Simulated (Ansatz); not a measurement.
BaHfO3 on the sites of tetragonal BaTiO3 (relaxed group Pm-3m) was relaxed with 3 functionals in the plane-wave code Ansatz, cell and atoms free, the symmetry of the start kept (meshes: PBE 6×6×6, r2SCAN 6×6×6, PBEsol 6×6×6). Computed, not measured; no magnetism was allowed, and whether the structure is a known phase isn't checked.

The r2SCAN result:
```xyz
5
Lattice="4.1770 0.0000 0.0000 0.0000 4.1770 0.0000 0.0000 0.0000 4.1771" Properties=species:S:1:pos:R:3 pbc="T T T"
Ba    2.0885    2.0885    2.3893
Hf    0.0000    0.0000    0.3007
O     0.0000    2.0885    0.3007
O     2.0885    0.0000    0.3007
O     0.0000    0.0000    2.3893
```

Space group Pm-3m (No. 221), cubic; conventional cell a = 4.177 Å, 14.58 Å³ an atom. Around Ba lie 12 O at 2.95 Å; around Hf lie 6 O at 2.09 Å; around O lie 2 Hf at 2.09 Å and 4 Ba at 2.95 Å.

Q: Order the functionals by the relaxed volume, smallest first.
A. PBEsol
B. PBE
C. r2SCAN

A: A (14.37 Å³/atom), C (14.58 Å³/atom), B (14.88 Å³/atom).

Q: How does the cell change with PBEsol?

A: a = 4.158 Å; the volume differs by -1.4 % from r2SCAN's. Ba has 12 O at 2.94 Å; Hf has 6 O at 2.08 Å; O has 2 Hf at 2.08 Å and 4 Ba at 2.94 Å.

Q: How does the cell change with PBE?

A: a = 4.206 Å; the volume differs by +2.1 % from r2SCAN's. Around Ba lie 12 O at 2.97 Å; around Hf lie 6 O at 2.10 Å; around O lie 2 Hf at 2.10 Å and 4 Ba at 2.97 Å.

Q: Held at the r2SCAN cell, what mean stress does PBE find, and does its sign point to its own minimum?

A: Yes. PBE +3.38 GPa, and its relaxed volume is +2.1 % from r2SCAN's. Compression counts positive, so a positive stress asks for a larger cell.
